Q: I have a list of levels from a density-functional calculation of layered MoTe₂, done with smeared occupations. Can I work out by hand where the Fermi energy lies in the gap, and how full each level is?

A: Yes, provided that you have the levels themselves. Here they are, counted from the valence top.

Kohn–Sham levels of 2H-type MoTe₂ (P6_3/mmc, 6 atoms per cell) from exciting sodium: PW86PBE, all-electron LAPW+lo, collinear spins, no spin–orbit coupling, 4×4×2 k mesh, Fermi–Dirac smearing of 0.136 eV. Levels are counted from the valence top; points 1 to 4 are (0, 0, 0), (0.25, 0, 0), (0.25, 0.25, 0) and (0.5, 0, 0.5) in fractional coordinates.

```
row  level point (row)  level under 4 (eV)  level under 3 (eV)  level under 2 (eV)  level under 1 (eV)  level over 1 (eV)  level over 2 (eV)  level spin
  1                  1              -1.011              -1.011              -0.323               0.000              2.890              2.890          up
  2                  1              -1.011              -1.011              -0.323               0.000              2.890              2.890        down
  3                  2              -1.150              -1.084              -0.903              -0.840              1.191              1.784          up
  4                  2              -1.150              -1.084              -0.903              -0.840              1.191              1.784        down
  5                  3              -1.692              -1.459              -0.590              -0.414              0.952              1.465          up
  6                  3              -1.692              -1.459              -0.590              -0.414              0.952              1.465        down
  7                  4              -0.957              -0.957              -0.466              -0.466              1.289              1.290          up
  8                  4              -0.957              -0.957              -0.466              -0.466              1.289              1.290        down
```

Spin up and spin down agree, so the eight rows describe four points. "Level under 1" is the highest occupied level at a point and "level over 1" the lowest empty one. The valence top is at the zone centre, in row 1. The lowest empty level is in row 5, at the point (0.25, 0.25, 0), which makes the gap on this mesh an indirect one of 0.952 eV.

Q: Why are levels only partly filled if there is a gap?

A: Because smearing acts like a temperature on the electrons. Its width, w = 0.136 eV, corresponds to about 1600 K. A few electrons leave the valence levels and appear above the gap. The share of holes in a valence level, and of electrons in an empty one, falls off roughly as

share ≈ exp(−distance from the Fermi energy / w)

Charge must balance, so there are as many electrons above the gap as holes below it. That balance fixes the Fermi energy.

Q: Then surely it lies in the middle of the gap?

A: It would if both edges had the same number of states. Now suppose that the upper edge has six states for each one at the lower edge. With the Fermi energy in the middle, each edge state has the same share of carriers, so there would be six times as many electrons as holes. The Fermi energy has to move down, away from the crowded edge.

Moving it down by δ multiplies the holes by exp(δ/w) and divides the electrons by the same factor. The balance returns when the two factors together make up for the unequal numbers:

exp(2δ/w) = Nc/Nv
δ = (w/2) ln(Nc/Nv)

Nv and Nc are the numbers of states at the valence and conduction edges. As w goes to zero the shift vanishes, and the Fermi energy tends to the middle of the gap whatever the numbers are.

Q: Where do I get the two numbers?

A: From symmetry. Seen from above, the mesh has 16 points. It has two such planes along the stacking axis, and the rule treats them as alike. The zone centre is a single point, whereas the point of row 5 has six equivalent copies, counting itself. Thus Nc/Nv = 6, the case we have just discussed.

Q: Please work it through for rows 1 and 5.

A: Start at half the gap and subtract the shift:

δ = (0.136/2) × ln 6 = 0.122 eV
Fermi energy ≈ 0.952/2 − 0.122 = 0.354 eV above the valence top

For row 1 the distance is 0.354/0.136 = 2.6 widths, and exp(−2.6) gives about 7% holes. For row 5 it is (0.952 − 0.354)/0.136 = 4.4 widths, which gives about 1.2% electrons.

Q: How good is that?

A: The program puts the Fermi energy at 0.399 eV, so the rule is 0.045 eV too low. The middle of the gap would be 0.077 eV too high. The rule has no adjustable constant: rows 1 and 5 supply the levels and the counts, while the program's Fermi energy serves only as the test.

For the fillings, one error in the Fermi energy affects every row in nearly the same proportion. Put into the full Fermi function in place of the program's own value, the rule's Fermi energy gives almost 40% too many holes in the highest valence level and almost 30% too few electrons in the lowest empty one. The printed output below has the values row by row. In row 1 the plain exponential adds to the error: 7.4% by hand against 5.0%. Expect the right order of magnitude for a filling, then, but not a reliable first digit.

Q: Why is the estimate too low?

A: It counts only the two edges. Other valence levels lie deeper but belong to points with several copies, and their holes add up. Counting all the levels in the table raises Nv by a larger factor than Nc, and the miss shrinks to 0.027 eV.

A further part may come from the stacking of the layers. Row 7 belongs to the upper mesh plane, the top face of the zone, where the levels come in pairs. Without spin-orbit coupling, the screw axis of the crystal and time reversal together require this everywhere on that face, so the pairs that are split in rows 1 and 5 must close up there. If they meet halfway, the valence edge of row 1 recedes by 0.16 eV on that face and the conduction edge of row 5 by 0.26 eV. The electrons lose more than the holes, and the Fermi energy rises. With this assumption the miss falls to 0.011 eV, but the levels at those places have not been checked.

Q: Can the same estimate tell me how much the smearing changes the energy?

A: Roughly. The entropy term is the amount by which the free energy lies below the internal energy. For a few carriers near the edges, theory gives

entropy term ≈ n × (gap + 2w)

where n is the number of electrons lifted per cell. With two spins, one mesh point in 16 (both planes again taken as alike) and a hole share of 0.074, n is 2/16 × 0.074 = 0.0092. The result is 0.011 eV per cell, about a third below the program's 0.017 eV. Counting all the levels in the table overshoots instead, by 16%, probably because the edges recede in the upper plane and fewer electrons are lifted there than the rule assumes.

Q: When should I stop trusting the rule?

A: When the Fermi energy comes within about one width of an edge. There the exponential gives exp(−1) = 37%, whereas the full Fermi function gives 1/(e + 1) = 27%. With equal counts that happens once the gap is down to two widths, or about 0.3 eV at this smearing. With the ratio of six it happens sooner, at a gap of about 0.5 eV, because the shift brings the Fermi energy closer to the valence edge. In a metal the argument has no gap to start from.

The mesh sets another limit. The ratio of six belongs to this coarse grid; on a finer one, count the states within about a width of each edge. A finer grid may also find new edges, since this one skips the corner of the zone, K. Spin-orbit coupling, left out here, raises the valence top near K and could bring it into competition with the zone centre.

Q: And my real crystal at room temperature?

A: Don't read these fillings as its carrier density. The smearing is a numerical aid, far hotter than your sample, and in a real semiconductor dopants and defects usually decide where the Fermi energy lies. What carries over is the direction of the shift in a pure crystal: away from the edge with more states. The number of copies is only part of that count, since a flat band also has more states near its edge than a steep one.

Numerical output:

```
Smearing width as a temperature (K): 1578
Indirect gap on the mesh (eV): 0.952
Middle of the gap above the valence top (eV): 0.476
Fermi energy of the run above the valence top (eV): 0.3994
Middle of the gap less Fermi energy of the run (eV): 0.07663
Fermi energy from the two edge rows (eV): 0.3542
Miss of the two-row estimate (eV): -0.04521
Fermi energy from all printed levels (eV): 0.3727
Miss of the estimate from all printed levels (eV): -0.02669
Fermi energy with upper plane at pair centres (eV): 0.3882
Miss with upper plane at pair centres (eV): -0.01117
Factor by which the two-row estimate overstates small hole numbers: 1.394
Electrons lifted per cell from the two edge rows: 0.009246
Entropy term of the run (eV per cell): 0.01733
Entropy term from the two edge rows (eV per cell): 0.01132
Miss of the two-row entropy term (percent): -34.71
Entropy term from all printed levels (eV per cell): 0.02002
Miss of the entropy term from all printed levels (percent): 15.53
Edge levels and their filling:
  row  direct gap eV  holes percent at run Fermi energy  holes percent by two-row rule  electrons percent at run Fermi energy  electrons percent by two-row rule
    1           2.89                              5.038                          6.887                              1.113e-06                          7.984e-07
    2           2.89                              5.038                          6.887                              1.113e-06                          7.984e-07
    3          2.031                            0.01102                        0.01537                                 0.2956                             0.2122
    4          2.031                            0.01102                        0.01537                                 0.2956                             0.2122
    5          1.366                             0.2521                         0.3511                                   1.69                              1.218
    6          1.366                             0.2521                         0.3511                                   1.69                              1.218
    7          1.755                             0.1721                         0.2398                                  0.144                             0.1033
    8          1.755                             0.1721                         0.2398                                  0.144                             0.1033
```
